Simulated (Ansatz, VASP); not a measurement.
# In3Ga13O24 (Ga1.6In0.4O3, monoclinic beta-Ga2O3 type) in two plane-wave programs, part 2 of 2

Aim: how closely do two programs agree when they are given the same cell, functional and k mesh? The cell is invented: As first built, before any earlier steps moved the atoms (in the runner's words): 1x2x2 conventional cells of the Ga2O3 type (80 atoms: 48 O, 26 Ga, 6 In); Ga/In share their sites, the best of 600 random draws by like-pair counts in two shells; start lattice of Ga2O3; atoms moved at random by 0.02 A. It may not be a known or stable phase. The structure shown is the start of the Ansatz relaxation below; VASP solves that cell, so the two are compared at the walk's first step.

VASP 6.6.1 and Ansatz 0.2.0.

So far: Starting point; Ansatz: relaxation, PBE.

## (3) VASP: single point, PBE, start cell

Level of this step: PBE; plane waves and PAW (O, Ga_d, In_d); invented cell (VASP).

The same cell, functional, mesh and smearing now go to VASP, with its own data sets.

Lines of VASP's logs that name or quote its potential files are left out, and so is its time.

The input, INCAR:

```
SYSTEM = In3Ga13O24
PREC = Accurate
ENCUT = 520
EDIFF = 1E-06
NELM = 120
ISMEAR = -1
SIGMA = 0.01
LREAL = Auto
ALGO = Normal
GGA = PE
NBANDS = 408
LORBIT = 11
LWAVE = .FALSE.
LCHARG = .FALSE.
ISIF = 2
ISYM = 0
LASPH = .TRUE.
GGA_COMPAT = .FALSE.
EFERMI = MIDGAP
KPAR = 4
```

The input, POSCAR:

```
In3Ga13O24
1.0
   12.2140000000      0.0000000000      0.0000000000
    0.0000000000      6.0742000000      0.0000000000
   -2.7719800000      0.0000000000     11.2600200000
O Ga In
48 26 6
Direct
    0.1651266929      0.9945342597      0.0561899535
    0.3346285307      0.2496131178      0.4426990361
    0.1731692179      0.9994896447      0.2814915071
    0.3282989488      0.2546343551      0.2186319385
    0.4952075581      0.0036548023      0.1269003075
    0.0040539099      0.2507161437      0.3721218968
    0.6632818632      0.2491356887      0.0546269012
    0.8350397157      0.9954068025      0.4450880194
    0.6705495907      0.2486747226      0.2843067774
    0.8270793592      0.0003951138      0.2162163122
    0.9997212774      0.2521155049      0.1261898291
    0.5004617476      0.0024200718      0.3692089357
    0.1644089688      0.0000000000      0.5562778752
    0.3356397356      0.2535642554      0.9435507219
    0.1746203844      0.0027822594      0.7817925723
    0.3266056681      0.2585525666      0.7184978357
    0.4973183540      0.0010865628      0.6264642514
    0.0013820427      0.2483289981      0.8714638162
    0.6672311786      0.2473247506      0.5552210387
    0.8337678631      0.0037535807      0.9490835718
    0.6713142197      0.2413651180      0.7819435489
    0.8263220032      0.0006585229      0.7182580493
    0.9954481532      0.2517368542      0.6280361847
    0.5071303632      0.9955055810      0.8741369909
    0.1640876715      0.4987817326      0.0513231770
    0.3374418692      0.7465180600      0.4447416612
    0.1733984631      0.5000493892      0.2814915071
    0.3271515836      0.7493826348      0.2183743901
    0.4951178595      0.4968061638      0.1262164721
    0.0026690988      0.7449376050      0.3712870847
    0.6655405058      0.7518356327      0.0578329346
    0.8344007022      0.5021072734      0.4440400639
    0.6722245337      0.7462875770      0.2818023414
    0.8271467616      0.4977280959      0.2168379807
    0.9969099630      0.7467485430      0.1299642452
    0.5036497544      0.5042145468      0.3741289980
    0.1631487195      0.5062724309      0.5549457283
    0.3356007294      0.7527081756      0.9453269177
    0.1758545566      0.5020249580      0.7829737425
    0.3268379433      0.7472753614      0.7187997890
    0.4946496162      0.4978927266      0.6298567853
    0.0070519937      0.7530868262      0.8731423212
    0.6649187637      0.7536136446      0.5579830231
    0.8368129676      0.4990286787      0.9457620857
    0.6755181303      0.7495966547      0.7779559894
    0.8263055302      0.4996707385      0.7194481004
    0.9981424225      0.7519673373      0.6284358287
    0.5002864341      0.5076717922      0.8652293690
    0.0885804384      0.0023048303      0.3969442328
    0.4089369323      0.2491850779      0.1044580738
    0.1587509929      0.2544861875      0.1578238760
    0.3403967819      0.0027164071      0.3432587153
    0.5905688190      0.2470284153      0.3966866844
    0.9072885134      0.9941720720      0.1046623363
    0.6582894326      0.9970201837      0.1557901318
    0.8435094941      0.2489545948      0.3439869556
    0.0914013642      0.0062065786      0.8953802924
    0.4104397388      0.2522801357      0.6046259243
    0.1593016786      0.2484607026      0.6580894172
    0.3401711465      0.9987981956      0.8419434424
    0.5919014703      0.2491850779      0.8975117273
    0.9095933158      0.0071449738      0.6055140222
    0.6571295795      0.9989134372      0.6553007899
    0.0914900675      0.5001152415      0.3960561349
    0.4119526079      0.7490862994      0.1030992840
    0.3409866448      0.4983866188      0.3431521436
    0.6565634886      0.5000164631      0.1588274266
    0.0916806494      0.5018438642      0.8968634159
    0.4105072129      0.7537618123      0.6029030144
    0.1597603742      0.7454808864      0.6615174751
    0.3397784185      0.5049553851      0.8424496582
    0.5891194329      0.7474564552      0.8982044437
    0.6590666371      0.4966250700      0.6579917265
    0.8425776615      0.7510783313      0.8450073801
    0.8414229448      0.2453162556      0.8427693734
    0.1583203765      0.7552599519      0.1539784121
    0.5948590580      0.7524941556      0.4001502662
    0.9118772819      0.4993579401      0.1029838313
    0.8445771669      0.7482466827      0.3459496520
    0.9131212357      0.4990945310      0.6028408475
```

The input, KPOINTS:

```
Points of the shifted mesh
12
Reciprocal
 0.2500000000  0.0000000000  0.2500000000 1
 0.2500000000  0.0000000000  0.7500000000 1
 0.2500000000  0.3333333333  0.2500000000 1
 0.2500000000  0.3333333333  0.7500000000 1
 0.2500000000  0.6666666667  0.2500000000 1
 0.2500000000  0.6666666667  0.7500000000 1
 0.7500000000  0.0000000000  0.2500000000 1
 0.7500000000  0.0000000000  0.7500000000 1
 0.7500000000  0.3333333333  0.2500000000 1
 0.7500000000  0.3333333333  0.7500000000 1
 0.7500000000  0.6666666667  0.2500000000 1
 0.7500000000  0.6666666667  0.7500000000 1
```

The projector-augmented-wave data sets are O, Ga_d and In_d (PBE family, release 64).

Launch:

```
> mpirun -np 8 vasp_std
```

Numbers of over 12 decimals in the logs are rounded to 6 here.

What it wrote:

```text
[banner, memory and clock lines left out]
running    8 mpi-ranks, on    1 nodes
[...]
|                                                                             |
|           W    W    AA    RRRRR   N    N  II  N    N   GGGG   !!!           |
|           W    W   A  A   R    R  NN   N  II  NN   N  G    G  !!!           |
|           W    W  A    A  R    R  N N  N  II  N N  N  G       !!!           |
|           W WW W  AAAAAA  RRRRR   N  N N  II  N  N N  G  GGG   !            |
|           WW  WW  A    A  R   R   N   NN  II  N   NN  G    G                |
|           W    W  A    A  R    R  N    N  II  N    N   GGGG   !!!           |
|                                                                             |
|     For optimal performance we recommend to set                             |
|       NCORE = 2 up to number-of-cores-per-socket                            |
|     NCORE specifies how many cores store one orbital (NPAR=cpu/NCORE).      |
|     This setting can greatly improve the performance of VASP for DFT.       |
|     The default, NCORE=1 might be grossly inefficient on modern             |
|     multi-core architectures or massively parallel machines. Do your        |
|     Unfortunately you need to use the default for GW and RPA                |
|     calculations (for HF NCORE is supported but not extensively tested      |
|     yet).                                                                   |
|                                                                             |

 LDA part: xc-table for (Slater+PW92), standard interpolation
 POSCAR, INCAR and KPOINTS ok, starting setup
[...]
entering main loop
       N       E                     dE             d eps       ncg     rms          rms(c)
DAV:   1     0.162333185968E+05    0.16233E+05   -0.24172E+05  9792   0.311E+03
DAV:   2     0.383338180590E+04   -0.12400E+05   -0.11726E+05  9792   0.948E+02
DAV:   3     0.705063247272E+02   -0.37629E+04   -0.35525E+04 11928   0.372E+02
DAV:   4    -0.480152140599E+03   -0.55066E+03   -0.53718E+03 11600   0.150E+02
[...]
DAV:  30    -0.453802082182E+03    0.11664E-03   -0.56372E-04 15520   0.309E-01    0.289E-02
DAV:  31    -0.453802109821E+03   -0.27639E-04   -0.26082E-04 10680   0.443E-02    0.269E-02
DAV:  32    -0.453802110569E+03   -0.74833E-06   -0.97040E-06  9808   0.963E-03
   1 F= -.45380211E+03 E0= -.45380211E+03  d E =0.000000E+00
```

From OUTCAR (step 3):

```text
  FREE ENERGIE OF THE ION-ELECTRON SYSTEM (eV)
  ---------------------------------------------------
  free  energy   TOTEN  =      -453.8021105695 eV

  energy  without entropy=     -453.8021105695  energy(sigma->0) =     -453.80211057

[... 1 further part left out ...]
```

The gap is read on the k-mesh alone, so it is an upper bound where the band edges lie off the mesh.

## (4) Side by side

Known differences besides the potentials themselves: the cutoff is 420 eV in Ansatz and 520 eV in VASP (PREC = Accurate, projectors in real space). Total energies have different zeros and are not compared.

Forces on 9 of the 80 atoms, those with the largest forces and the largest differences (eV/Å; atoms numbered as in POSCAR):

```
atom         Ansatz x, y, z           VASP x, y, z
  O1   1.183, 4.975, -4.028   1.200, 4.991, -4.051
 O11   2.515, -5.726, 0.837   2.510, -5.718, 0.841
 O23   4.326, -5.779, 1.331   4.291, -5.743, 1.326
 O25  0.761, -2.452, -1.222  0.782, -2.466, -1.263
 O33   1.901, 0.159, -4.966   1.878, 0.165, -4.968
 O35   -0.365, 5.695, 0.515   -0.400, 5.676, 0.519
 O43   1.502, -0.496, 5.084   1.518, -0.498, 5.050
 O47    2.499, 5.007, 0.840    2.500, 5.005, 0.846
In80   -3.095, 1.739, 0.040   -3.046, 1.682, 0.053
```

The forces differ by 14 meV/Å r.m.s., which is 0.9 % of the r.m.s. force of 1.560 eV/Å (both taken over all components). VASP's last cycles still show a density residual of 3e-03, so its state may not be settled.

## (5) Summary of results

| Item | Value |
| --- | --- |
| r.m.s. force difference (single point, PBE, start cell) | 0.90 % of the r.m.s. force |

What this shows: The r.m.s. force difference is 0.90 % of the r.m.s. force (single point, PBE, start cell), within the 3 % picked in this series as the mark of a large difference. How closely two codes agree says nothing of how well the functional describes the real material.

[Lines on the potential files, build, host, timing and source positions are cut from VASP's logs without a mark.]

[Logs are printed without paths, hosts, clocks, repeated set-up lines and the standing remarks that a program may print on its own settings, such as how far it seeks lower states.]

[Hosts, paths, dates, database ids (printed as entryN), source tags and the programs' standing remarks are cut or masked in the printed files.]
